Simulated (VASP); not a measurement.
# CdS (F-43m) under biaxial strain in the (111) plane, part 2 of 2

Strain engineering needs slopes: what does biaxial strain in the (111) plane do to the lattice and the band edges of CdS?

VASP 6.6.1, plane waves and PAW; the level of theory is named at each step.

So far. Step 5 (Band edges, r2SCAN with spin-orbit coupling): The run ends at a pressure of 4.32 GPa, with forces up to 0.0085 eV/Å.

### 6. The table

Runs beyond LDA use the data sets made with LDA; this shifts their levels slightly, and their total energies have another zero (at TB-mBJ, which has no energy functional, they mean nothing).

The other members went through these steps as far as the tables show, with the same cutoff and, step by step, the same mesh; 42 runs are not shown. The session took 5.5 core hours (wall time by ranks) on a shared machine.

```
in-plane strain (%)  strain along the normal (%)  in-plane stress, tension positive (GPa)  energy above the unstrained row (meV/atom)  gap on the mesh, LDA (eV)
             -2.000                        1.934                                   -2.161                                       7.005                      0.932
             -1.500                        1.455                                   -1.616                                       4.036                      0.945
             -1.000                        0.971                                   -1.077                                       1.882                      0.955
             -0.500                        0.489                                   -0.537                                       0.537                      0.961
                  0                        0.000                                   -0.007                                       0.000                      0.965
              0.500                       -0.467                                    0.531                                       0.254                      0.928
              1.000                       -0.938                                    1.066                                       1.313                      0.891
              1.500                       -1.398                                    1.596                                       3.163                      0.855
              2.000                       -1.868                                    2.117                                       5.816                      0.821
```

Slopes at zero strain, from cubics through all rows: strain ratio -0.955, stress over strain 107 GPa.

Band edges at TB-mBJ with spin-orbit coupling, counted from the valence-band top at Γ, spin-orbit pairs averaged, with one row partly withheld:

```
in-plane strain (%)  gap (eV)  conduction band at Γ (eV)  Δ or X valley along z (eV)  Δ or X valley along x (eV)  lowest conduction level at L, [111] (eV)  lowest conduction level at L, [-111] (eV)  second valence level below the top (eV)  third valence level below the top (eV)
             -2.000     2.643                      2.644                       4.545                       4.545                                     4.581                                      4.255                                    0.020                                   0.174
             -1.500     2.659                      2.659                       4.595                       4.595                                         ?                                      4.287                                    0.018                                   0.130
             -1.000     2.671                      2.671                       4.638                       4.638                                     4.475                                      4.317                                    0.017                                   0.088
             -0.500     2.679                      2.679                       4.674                       4.674                                     4.423                                      4.345                                    0.014                                   0.050
                  0     2.684                      2.685                       4.703                       4.703                                     4.373                                      4.373                                    0.000                                   0.025
              0.500     2.655                      2.656                       4.692                       4.692                                     4.293                                      4.367                                    0.030                                   0.050
              1.000     2.622                      2.622                       4.672                       4.672                                     4.212                                      4.358                                    0.062                                   0.079
              1.500     2.588                      2.588                       4.646                       4.646                                     4.135                                      4.349                                    0.091                                   0.108
              2.000     2.553                      2.553                       4.615                       4.615                                     4.059                                      4.340                                    0.120                                   0.136
```

Conduction masses, in electron masses:

```
in-plane strain (%)  conduction mass at Γ, along the strain axis or the normal of the plane  conduction mass at Γ, across the strain axis or in the plane
             -2.000                                                                   0.223                                                         0.259
             -1.500                                                                   0.227                                                         0.254
             -1.000                                                                   0.233                                                         0.250
             -0.500                                                                   0.239                                                         0.247
                  0                                                                   0.245                                                         0.244
              0.500                                                                   0.248                                                         0.239
              1.000                                                                   0.254                                                         0.239
              1.500                                                                   0.258                                                         0.236
              2.000                                                                   0.261                                                         0.235
```

Band edges at r2SCAN with spin-orbit coupling, counted from the valence-band top at Γ, spin-orbit pairs averaged:

```
in-plane strain (%)  gap (eV)  conduction band at Γ (eV)  Δ or X valley along z (eV)  Δ or X valley along x (eV)  lowest conduction level at L, [111] (eV)  lowest conduction level at L, [-111] (eV)  second valence level below the top (eV)  third valence level below the top (eV)
             -2.000     1.622                      1.623                       3.618                       3.618                                     3.758                                      3.386                                    0.026                                   0.195
             -1.500     1.636                      1.637                       3.667                       3.667                                     3.695                                      3.419                                    0.025                                   0.146
             -1.000     1.647                      1.647                       3.708                       3.708                                     3.632                                      3.450                                    0.022                                   0.100
             -0.500     1.653                      1.654                       3.743                       3.743                                     3.571                                      3.481                                    0.017                                   0.061
                  0     1.657                      1.657                       3.769                       3.769                                     3.510                                      3.510                                    0.000                                   0.036
              0.500     1.626                      1.626                       3.757                       3.757                                     3.420                                      3.505                                    0.031                                   0.060
              1.000     1.589                      1.589                       3.734                       3.734                                     3.329                                      3.497                                    0.065                                   0.091
              1.500     1.552                      1.552                       3.707                       3.707                                     3.242                                      3.489                                    0.096                                   0.121
              2.000     1.515                      1.515                       3.674                       3.674                                     3.157                                      3.482                                    0.125                                   0.150
```

Conduction masses, in electron masses:

```
in-plane strain (%)  conduction mass at Γ, along the strain axis or the normal of the plane  conduction mass at Γ, across the strain axis or in the plane
             -2.000                                                                   0.145                                                         0.165
             -1.500                                                                   0.148                                                         0.163
             -1.000                                                                   0.151                                                         0.161
             -0.500                                                                   0.155                                                         0.160
                  0                                                                   0.156                                                         0.157
              0.500                                                                   0.159                                                         0.155
              1.000                                                                   0.162                                                         0.153
              1.500                                                                   0.164                                                         0.151
              2.000                                                                   0.165                                                         0.149
```

### 7. Fit and prediction

The quantity to fit is the splitting of the lowest conduction levels at the L points ([111] less [-111]) at TB-mBJ with spin-orbit coupling: 0.326, 0.158, 0.078, 0.000, -0.074, -0.146, -0.215, -0.281 eV in the rows shown.

Fitting a parabola to the 8 known rows (d: strain along the axis less the strain across it, in %) gives E = 0.001303 d² + 0.07775 d − 3.02e-5 in eV; the residuals are 1.6e-4 eV r.m.s.

For the withheld row, d = 2.955, the fit gives 0.2411 eV.

### 8. Prediction against calculation

The calculation gives 0.2412 eV, so the prediction is 0.0001 eV too low.

The splitting is Ξu times 8/9 of d, with d as a fraction, so the linear term gives Ξu = 8.7 eV.

### 9. What came out

```
ratio of normal to in-plane strain                                  : -0.955
biaxial modulus                                                     : 107 GPa
gap of the unstrained cell, TB-mBJ with spin-orbit coupling         : 2.68 eV
gap of the unstrained cell, r2SCAN with spin-orbit coupling         : 1.66 eV
shear deformation potential Ξu of the lowest conduction levels at L : 8.7 eV
error of the predicted row                                          : -0.1 meV
```

What this shows: As a check, the curvature of the energy gives 107 GPa for the same modulus (energy per volume = M × strain²), 0 % from the slope of the stress. At TB-mBJ with spin-orbit coupling the lowest conduction valley is Γ throughout, and the gap runs between 2.55 and 2.68 eV. At r2SCAN with spin-orbit coupling the lowest conduction valley is Γ throughout, and the gap runs between 1.51 and 1.66 eV. Hole masses are left out throughout, since the top bands are degenerate or cross in many series; of conduction masses, those of the Γ, L and (for Si and Ge under (001) strain) Δ valleys are kept where they change by under an eighth between rows. TB-mBJ is a potential fitted for gaps; it has no energy functional, so its total energies and forces mean nothing, and its bands tend to come out too narrow. r2SCAN opens gaps somewhat over GGA but leaves them below measured values as a rule. Δ or X levels are the lowest on their line, refined by a parabola unless they lie at X; the gap is read from all points sampled and can differ from the lowest valley by some meV, or by tens of meV where strain moves the valence top off Γ. Temperature, zero-point motion and excitons are left out.

[Lines on the potential files, build, host, timing and source positions are cut from VASP's logs without a mark.]

[Logs are printed without paths, hosts, clocks, repeated set-up lines and the standing remarks that a program may print on its own settings, such as how far it seeks lower states.]

[Hosts, paths, dates, database ids (printed as entryN), source tags and the programs' standing remarks are cut or masked in the printed files.]

[In band tables of VASP the shares of atoms and orbitals are scaled to a sum of 1 inside the atoms' spheres.]
